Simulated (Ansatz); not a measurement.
The system is Cs2AgBiBr6.

```
Bi Cs Ag Br
1.0
     0.00000    5.61610    5.61610
     5.61610    0.00000    5.61610
     5.61610    5.61610    0.00000
Bi Cs Ag Br
1 2 1 6
Direct
  0.00000 0.00000 0.00000
  0.75000 0.75000 0.75000
  0.25000 0.25000 0.25000
  0.50000 0.50000 0.50000
  0.74945 0.74945 0.25055
  0.25055 0.25055 0.74945
  0.74945 0.25055 0.25055
  0.74945 0.25055 0.74945
  0.25055 0.74945 0.74945
  0.25055 0.74945 0.25055
```

| Quantity | Value |
| --- | --- |
| Program | Ansatz 0.2.0 |
| Task | relaxation of cell and atoms |
| Functional | PBEsol |
| Dispersion | D3(BJ) |
| Potentials or basis | Ansatz PAW |
| Cutoff | 420 eV (not typed: the program's choice for these potentials) |
| k mesh | 3 × 3 × 3 |
| Occupations | fermi-dirac, width 0.05 eV |
| Spin | no spin polarisation |

At the start: volume 35.43 Å³/atom.

Task: Where does the relaxation end?

Result: It ends after 5 steps and the volume is 33.60 Å³/atom (-5.2 %); space group Fm-3m (No. 225, to 0.05 Å).

Step by step:
```
step  energy change (eV)  largest force (eV/Å)  volume (Å³)
   1              0.0000                0.3011       354.27
   2             -0.1001                0.0232       343.78
   3             -0.1165                0.0005       333.60
   4             -0.1178                0.0002       336.01
   5             -0.1162                0.0003       336.01
```

Final structure:
```
Bi Cs Ag Br
1.0
     0.00000    5.51793    5.51793
     5.51793    0.00000    5.51793
     5.51793    5.51793    0.00000
Bi Cs Ag Br
1 2 1 6
Direct
  0.00000 0.00000 0.00000
  0.75000 0.75000 0.75000
  0.25000 0.25000 0.25000
  0.50000 0.50000 0.50000
  0.74518 0.74518 0.25482
  0.25482 0.25482 0.74518
  0.74518 0.25482 0.25482
  0.74518 0.25482 0.74518
  0.25482 0.74518 0.74518
  0.25482 0.74518 0.25482
```

Caveat: the plane-wave basis is chosen anew once the cell has moved, so the energies of steps on either side of that aren't comparable; the PAW data sets come from PBE, with cores solved anew for the run's functional, which leaves a small shift of forces and pressure.
